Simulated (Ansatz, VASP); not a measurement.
## One calculation of SiMo3, two programs

The input INCAR:

```
  PREC = Accurate
  ENCUT = 600
  EDIFF = 1E-6
  ISMEAR = 0
  SIGMA = 0.1
  LREAL = F
  LASPH = T
  NELM = 60
  ALGO = Normal
  ISIF = 3
  LWAVE = F
  LCHARG = F
  GGA = PE
  IBRION = 2
  NSW = 90
  EDIFFG = -0.04
```

The input KPOINTS:

```
regular mesh
0
Gamma
  4 4 4
```

POSCAR

```
SiMo3
1.0
   -2.6700869900      2.6700869900      2.6700869900
    2.6700869900     -2.6700869900      2.6700869900
    2.6700869900      2.6700869900     -2.6700869900
Si Mo
1 3
Direct
    0.0000000000      0.0000000000      0.0000000000
    0.0000000000      0.5000000000      0.5000000000
    0.5000000000      0.0000000000      0.5000000000
    0.5000000000      0.5000000000      0.0000000000
```

Input for Ansatz:

```yaml
crystal:
  lattice:
    - [-2.67008699, 2.67008699, 2.67008699]
    - [2.67008699, -2.67008699, 2.67008699]
    - [2.67008699, 2.67008699, -2.67008699]
  atoms:
    - { symbol: Si, position: [0.0, 0.0, 0.0] }
    - { symbol: Mo, position: [0.0, 0.5, 0.5] }
    - { symbol: Mo, position: [0.5, 0.0, 0.5] }
    - { symbol: Mo, position: [0.5, 0.5, 0.0] }
basis:
  ecutwfc: 420
kpoints:
  mp_grid: { grid: [4, 4, 4] }
hamiltonian:
  xc: pbe
scf:
  occupations: { method: gaussian, width: 0.1 }
  lower_state_search: "off"
output:
  forces: true
  stress: true
  eigenvalues: true
relax:
  adjacent_minimum: "off"
  f_tol: 0.04
  max_steps: 70
  cell: { stress_tol: 0.4 }
```

Alike in both runs: task relaxation of cell and atoms; functional PBE; k mesh 4 × 4 × 4; occupations gaussian, width 0.1 eV; no spin polarisation.

|  | VASP | Ansatz |
| --- | --- | --- |
| version | VASP 6.6.1 | Ansatz 0.2.0 |
| potentials or method | VASP PAW PBE potentials, release 64 (Si, Mo_sv) | scalar-relativistic, plane waves, PAW |
| plane-wave cutoff (eV) | 600 | 420 |
| valence electrons in the cell | 46 | 46 |

|  | VASP | Ansatz | Ansatz less VASP |
| --- | --- | --- | --- |
| gap on the k mesh at the Fermi level, each at its own relaxed structure (eV) | none | none | - |
| relaxed volume (Å³/atom) | 17.23 | 17.20 | -0.028 |
| relaxed cell length with the largest relative difference (Å) | 4.473 | 4.471 | -0.0024 |
| energy change over the relaxation (meV/atom) | -85 | -88 | -2.2 |

A gap of «none» marks a metal or a gap that the smearing closes.

Caveats: the k mesh is coarse (spacing up to 0.42 Å⁻¹), so the values aren't converged.
